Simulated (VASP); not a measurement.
## Zn2Ga2O3: relaxation of cell and atoms with PBE

The system is Zn2Ga2O3.

```
Zn Ga O
1.0
     3.99405    0.00000    0.00000
    -1.99703    3.45895    0.00000
     0.00000    0.00000    6.58260
Zn Ga O
2 2 3
Cartesian
  0.0000 0.0000 1.9915
  0.0000 0.0000 4.5911
  0.0000 2.3060 3.2913
  1.9970 1.1530 3.2913
  1.9970 0.0000 0.0000
  -0.9985 1.7295 0.0000
  0.9985 1.7295 0.0000
```

The cell was built by a generator and needn't be a form met in nature.

* Program: VASP 6.6.1
* Task: relaxation of cell and atoms
* Functional: PBE
* Potentials or basis: VASP PAW PBE potentials, release 64 (Zn, Ga_d, O)
* Cutoff: 520 eV
* k mesh: 4 × 4 × 2
* Occupations: gaussian, width 0.15 eV
* Spin: no spin polarisation
* Further INCAR settings: PREC = Normal; ALGO = Fast; EDIFF = 0.0001; IBRION = 2; EDIFFG = -0.08; NSW = 24; ISIF = 3

```
Relaxed volume                         : 13.74 Å³/atom
Relaxed cell                           : a = 4.177 Å, b = 4.177 Å, c = 6.363 Å, α = 90.00°, β = 90.00°, γ = 120.00°
Space group after relaxing (to 0.05 Å) : P6/mmm (No. 191)
Energy gained by relaxing              : 275.1 meV/atom
Ionic steps                            : 14
Pressure after relaxing                : 0.0 GPa
Largest force after relaxing           : 0.064 eV/Å
Band gap on the k mesh                 : none (metal or under the smearing width)
```

Forces in eV/Å, atoms in the order of the input:
```
Zn   0.000  0.000 -0.064
Zn   0.000  0.000  0.064
Ga   0.000  0.000  0.000
Ga   0.000  0.000  0.000
O    0.000  0.000  0.000
O    0.000  0.000  0.000
O    0.000  0.000  0.000
```

Stress tensor (GPa, compression positive):
```
 0.29  0.00  0.00
 0.00  0.29  0.00
 0.00  0.00 -0.47
```

Step by step:
| step | energy change (eV) | largest force (eV/Å) | pressure (GPa) | volume (Å³) |
| --- | --- | --- | --- | --- |
| 1 | 0.0000 | 2.6825 | 8.58 | 90.94 |
| 2 | -0.6876 | 1.5395 | -2.75 | 100.40 |
| 3 | -0.7286 | 1.3231 | -5.22 | 103.79 |
| 4 | -1.1338 | 1.1918 | -3.83 | 99.81 |
| 5 | -1.7081 | 0.1728 | 7.53 | 88.48 |
| 6 | -1.7097 | 0.7197 | 3.59 | 91.01 |
| 7 | -1.7260 | 0.4942 | 5.34 | 89.84 |
| 8 | -1.8659 | 0.4476 | 4.17 | 92.35 |
| 9 | -1.8682 | 0.2891 | 4.22 | 92.09 |
| 10 | -1.9206 | 0.2061 | -1.00 | 96.94 |
| 11 | -1.9235 | 0.0982 | 0.43 | 95.88 |
| 12 | -1.9235 | 0.1436 | -0.31 | 96.11 |
| 13 | -1.9235 | 0.1109 | 0.30 | 95.98 |
| 14 | -1.9260 | 0.0642 | 0.03 | 96.15 |

Final structure:
```yaml
crystal:
  lattice:
    - [4.17723, 0.00000, 0.00000]
    - [-2.08862, 3.61759, 0.00000]
    - [0.00000, 0.00000, 6.36286]
  atoms:
    - { symbol: Zn, position: [0.00000, 0.00000, 0.19661] }
    - { symbol: Zn, position: [0.00000, 0.00000, 0.80339] }
    - { symbol: Ga, position: [0.33333, 0.66667, 0.50000] }
    - { symbol: Ga, position: [0.66667, 0.33333, 0.50000] }
    - { symbol: O, position: [0.50000, 0.00000, 0.00000] }
    - { symbol: O, position: [0.00000, 0.50000, 0.00000] }
    - { symbol: O, position: [0.50000, 0.50000, 0.00000] }
```

Levels at points of the mesh, in eV from the Fermi level:
| k point | band 30 | band 31 | band 32 | band 33 | band 34 | band 35 | band 36 | band 37 | band 38 | band 39 |
| --- | --- | --- | --- | --- | --- | --- | --- | --- | --- | --- |
| (0.00, 0.00, 0.00) | -1.26 | -0.98 | -0.55 | 0.67 | 0.93 | 0.93 | 1.78 | 1.78 | 2.20 | 3.76 |
| (0.50, 0.00, 0.00) | -2.84 | -1.76 | -1.71 | -1.66 | -0.90 | 0.34 | 0.50 | 1.44 | 1.61 | 3.83 |
| (0.00, 0.00, 0.50) | -1.33 | -1.33 | 0.67 | 1.09 | 1.09 | 1.49 | 1.79 | 1.79 | 2.10 | 2.72 |
| (0.50, 0.00, 0.50) | -2.41 | -2.18 | -1.80 | -1.66 | -0.46 | -0.08 | 0.02 | 0.05 | 1.61 | 4.29 |

Run time: 120 s on 1 thread of Intel(R) Xeon(R) Platinum 8488C (Sapphire Rapids) (shared host), peak memory 0.18 GiB.

Caveat: the k mesh is coarse (spacing up to 0.48 Å⁻¹), so the values aren't converged; the relaxation stopped at a loose force limit of 0.08 eV/Å, so its end isn't a converged minimum.
